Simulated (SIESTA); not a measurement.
Runs of SIESTA 5.4.2 on BeS. Symmetry: F-43m, No. 216, cubic system. The conventional cell has a = 4.850 Å, b = 4.850 Å, c = 4.850 Å, α = 90.00°, β = 90.00°, γ = 90.00°. S (site symmetry -43m) is surrounded by 4 Be at 2.10 Å. Be (site symmetry -43m) is surrounded by 4 S at 2.10 Å. 

```tsv
task	level	potentials or basis	k mesh	wannier functions	bands left out below	wannier mesh	gap on the mesh (eV)	pressure (GPa)
Wannier functions	LDA	PseudoDojo 0.4 standard (LDA files), DZP (energy shift 0.003 Ry; two zetas on semicore shells)	7 × 7 × 7	4	1	5 × 5 × 5	(b)	-3.8
band structure	BLYP	PseudoDojo 0.4 standard (PBE files), DZP (energy shift 0.003 Ry; two zetas on semicore shells)	9 × 9 × 9	-	-	-	3.40	5.2
band structure	AM05	PseudoDojo 0.4 standard (PBEsol files), DZP (energy shift 0.003 Ry; two zetas on semicore shells)	9 × 9 × 9	-	-	-	3.05	-0.6
band structure	vdW-DF-cx	PseudoDojo 0.4 standard (PBE files), DZP (energy shift 0.003 Ry; two zetas on semicore shells)	9 × 9 × 9	-	-	-	3.11	(a)
```

Alike in all rows: no spin polarisation; cell as given; smearing fermi-dirac 0.05 eV; grid cutoff 800 Ry; energy shift 0.003 Ry.

**Question.** Estimate the missing entries.

**Answer.** (a) 2.2; (b) 3.08.

Caveats: short orbitals over semicore shells can move pressures by several GPa; the basis of atomic orbitals isn't converged, which shifts pressures, moduli and gaps; the potentials were made for another functional, which shifts forces and pressure (some runs); the mesh misses the band edges, which the band path finds closer together (some runs); an odd mesh through Γ misses points on the zone boundary, where band edges often lie (some runs).
